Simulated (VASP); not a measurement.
# A VASP 6.6.1 single-point calculation on Si

INCAR

```
LWAVE = .FALSE.
NBANDS = 11
LASPH = .TRUE.
LCHARG = .FALSE.
SIGMA = 0.005
LREAL = .FALSE.
NSW = 0
ENCUT = 520
NELMDL = 0
NELM = 89
IBRION = -1
PREC = Accurate
EDIFF = 1E-7
ISMEAR = -5
ISIF = 2
GGA = AM
```

KPOINTS

```
KPOINTS created by Atomic Simulation Environment
0
Gamma
8 8 8
0 0 0
```

POSCAR

```
Si
 1.0000000000000000
     0.1060954022000000    2.7193295421000001    2.7193295421000001
     2.7193295421000001    0.1060954022000000    2.7193295421000001
     2.7193295421000001    2.7193295421000001    0.1060954022000000
 Si
   2
Cartesian
  0.0148929586610297  0.0148929586610297  0.0148929586610297
  1.3712956629389703  1.3712956629389701  1.3712956629389701
```

The recommended PBE PAW datasets give the neutral cell 8 valence electrons.

Command

```
mpirun -np 1 vasp_std
```

**Question.** How does this run end, and what does it give?

**Answer.** It converged. Results: gap between bands v and c on the k mesh -0.03 eV (bands overlap: a metal); least direct gap on the k mesh 1.60 eV; pressure 6.2 GPa; largest force 0.04 eV/Å. Band v is the last that the valence electrons fill when counted band by band, and c is the next.

OSZICAR

```
N       E                     dE             d eps       ncg     rms          rms(c)
DAV:   1     0.655758171644E+01    0.65576E+01   -0.31489E+03  1430   0.563E+02
DAV:   2    -0.107920740625E+02   -0.17350E+02   -0.16597E+02  1843   0.847E+01
DAV:   3    -0.113645906262E+02   -0.57252E+00   -0.57044E+00  1757   0.130E+01
DAV:   4    -0.113689750138E+02   -0.43844E-02   -0.43838E-02  1660   0.144E+00
DAV:   5    -0.113690144469E+02   -0.39433E-04   -0.39433E-04  1828   0.129E-01    0.561E+00
DAV:   6    -0.111835610267E+02    0.18545E+00   -0.10584E-01  1592   0.140E+00    0.334E+00
DAV:   7    -0.111078097172E+02    0.75751E-01   -0.16969E-01  1663   0.188E+00    0.229E-01
DAV:   8    -0.111092375770E+02   -0.14279E-02   -0.97883E-03  1623   0.589E-01    0.126E-01
DAV:   9    -0.111094864260E+02   -0.24885E-03   -0.29013E-04  1772   0.106E-01    0.644E-02
DAV:  10    -0.111095612251E+02   -0.74799E-04   -0.78267E-05  1629   0.492E-02    0.168E-02
DAV:  11    -0.111095655132E+02   -0.42881E-05   -0.96660E-06  1766   0.181E-02    0.991E-03
DAV:  12    -0.111095660990E+02   -0.58578E-06   -0.11572E-06  1607   0.681E-03    0.130E-03
DAV:  13    -0.111095659751E+02    0.12386E-06   -0.14036E-07  1737   0.208E-03    0.722E-04
DAV:  14    -0.111095660121E+02   -0.37018E-07   -0.10922E-08   901   0.730E-04
   1 F= -.11109566E+02 E0= -.11109566E+02  d E =0.000000E+00
```

For comparison, a separate PBE run of the intended cell, on usual settings and not on those above, gives a gap of 0.06 eV on its mesh and a pressure of 8.0 GPa.
